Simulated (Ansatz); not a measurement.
## Li: the change of pressure with volume scale

All results are calculated (Ansatz 0.2.0). Periodic Kohn-Sham DFT of a crystal at fixed atoms, scaled to volume_scale times the given cell; pressure positive in compression, energy less spherical unpolarised free atoms, largest_vzz the field gradient of largest size among the nuclei.

The cell before it is scaled or strained (space group Im-3m, No. 229):
```
cell vectors (Å)
  -1.7500     1.7500     1.7500
   1.7500    -1.7500     1.7500
   1.7500     1.7500    -1.7500
atoms (fractions of the cell vectors)
Li  0.00000  0.00000  0.00000
```

Settings of every row: method frozen-core PAW; functional PBE; relativity scalar; k mesh 15x15x15; filling fermi-dirac; smearing width 0.08 eV; wave cutoff 420 eV; paw set soft_2.

Atom start moment: 0 on all atoms.

```csv
row,volume scale,V (Å³/atom),pressure (GPa)
1,0.94,20.151,0.079
2,0.95,20.366,-0.068
3,0.96,20.58,-0.208
4,0.98,21.009,-0.47
5,0.99,21.223,-0.593
6,1,21.438,?
7,1.01,21.652,-0.821
8,1.02,21.866,-0.928
9,1.04,22.295,-1.128
10,1.05,22.509,-1.221
11,1.06,22.724,-1.311
```

Question: what pressure should row 6 give?

Worked fit of pressure. Take u = (V_r/V)^(2/3) − 1 with V_r = 21.438 Å³ an atom, which is twice the finite (Eulerian) strain; such expansions in the strain, on which the Birch-Murnaghan equation of state is built, carry the rest volume and the bulk modulus. The shown rows have u = 0.04214, 0.03479, 0.0276, 0.01357, 0.00674, -0.0066, -0.01309, -0.02579, -0.03198, -0.03809. Least squares give pressure = −0.7097 + 17.169 × u + 36.63 × u² GPa; a straight line predicts inner rows, each left out in turn, worse (root mean square 0.021 against 0.00042 GPa). The rows lie off it by 0.000, 0.000, 0.000, 0.000, -0.001, 0.000, 0.000, 0.000, 0.000, 0.000. The pressure vanishes at u = 0.0382, or V = 20.27 Å³ an atom, and there the bulk modulus at fixed shape and fractions is B = −V dP/dV = (2/3)(1 + u) dP/du = 13.8 GPa. The withheld row has u = 0, so the fit gives −0.7097 + 17.169 × (0) + 36.63 × (0)² = -0.710 GPa.

The calculation gave -0.709 GPa. The fit lies 0.001 GPa (0.072 % of the column's range) below it, one unit of the last digit.
